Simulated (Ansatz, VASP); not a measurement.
Two plane-wave programs on Mo

```
CELL_PARAMETERS angstrom
-1.56468 1.56468 1.56468
1.56468 -1.56468 1.56468
1.56468 1.56468 -1.56468
ATOMIC_POSITIONS crystal
Mo 0.00000 0.00000 0.00000
```

Alike in both runs: functional PBEsol; k mesh 16 × 16 × 16; occupations gaussian, width 0.3 eV; no spin polarisation.

Ansatz relaxed the structure, and its values are those at the end. VASP's run is a single point on that final structure, the one shown.

```csv
,VASP,Ansatz
version,VASP 6.6.1,Ansatz 0.2.0
potentials or method,"VASP PAW PBE potentials, release 64 (Mo_sv)","scalar-relativistic, plane waves, PAW"
plane-wave cutoff (eV),520,420
valence electrons in the cell,14,14
```

Ansatz gave:

```
gap on the k mesh at the Fermi level (eV) : none
pressure (GPa)                            : 0.0
```

Question: Which values does VASP return?

Answer: gap on the k mesh at the Fermi level (eV): none; pressure (GPa): 0.6.

A gap of «none» marks a metal or a gap that the smearing closes. The functional is the same, so the differences come from potentials, cutoffs and numerics.

Caveats: the PAW data sets were made with another functional, which shifts forces and pressure a little (VASP).
